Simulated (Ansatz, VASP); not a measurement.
One calculation of Se, two programs

```xyz
1
Lattice="2.8106 0.0000 0.0000 0.0000 2.8106 0.0000 0.0000 0.0000 2.8106" Properties=species:S:1:pos:R:3 pbc="T T T"
Se    0.0000    0.0000    0.0000
```

This isn't the form of Se at room conditions, which is trigonal, of chains.

Alike in both runs: task relaxation of cell and atoms; functional LDA; k mesh 7 × 7 × 7; occupations fermi-dirac, width 0.05 eV; no spin polarisation.

|  | VASP | Ansatz |
| --- | --- | --- |
| version | VASP 6.6.1 | Ansatz 0.2.0 |
| potentials or method | VASP PAW LDA potentials, release 64 (Se) | Ansatz PAW |
| plane-wave cutoff (eV) | 600 | 420 |
| valence electrons in the cell | 6 | 16 |

```tsv
	VASP	Ansatz	Ansatz less VASP
gap on the k mesh at the Fermi level, each at its own relaxed structure (eV)	none	none	-
relaxed volume (Å³/atom)	21.17	21.13	-0.041
relaxed cell length with the largest relative difference (Å)	2.766	2.765	-0.0018
energy change over the relaxation (meV/atom)	-12	-13	-1.0
```

A gap of «none» marks a metal or a gap that the smearing closes. The two sets of potentials don't hold the same shells in valence.

Caveats: the plane-wave basis is chosen anew once the cell has moved, so the energies of steps on either side of that aren't comparable (Ansatz); the PAW data sets come from PBE, with cores solved anew for the run's functional, which leaves a small shift of forces and pressure (Ansatz).
